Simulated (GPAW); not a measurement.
TePb:

```xyz
2
Lattice="4.5693 0.0000 0.0000 2.2847 3.9572 0.0000 2.2847 1.3191 3.7308" Properties=species:S:1:pos:R:3 pbc="T T T"
Pb    0.0000    0.0000    0.0000
Te    4.5693    2.6381    1.8654
```

Base run:

* Program: GPAW 26.7.0
* Functional: r2SCAN
* Potentials or basis: GPAW PAW data sets (gpaw-data 1.2.1)
* Cutoff: 600 eV
* Basis: pw
* k mesh: 6 × 6 × 6
* Occupations: fermi-dirac, width 0.05 eV
* Spin: spin-orbit coupling, no magnetisation

Its results: band gap on the k mesh 0.15 eV, direct; pressure 1.3 GPa.

Problem. The run is repeated on the same cell with these changes: functional from r2SCAN to M06-L; band points from 100 to 60. What comes out?

Solution. Band gap on the k mesh 0.13 eV, indirect (least direct gap 0.14 eV); pressure 4.6 GPa.

Caveats: spin-orbit coupling was added after a scalar SCF, so levels and gaps hold it while energy, forces, pressure and moments don't; this program's spin-orbit splittings come out too wide for heavy elements; the PAW data sets were made with another functional, which shifts forces and pressure a little.

Not every run made on this cell is shown here.
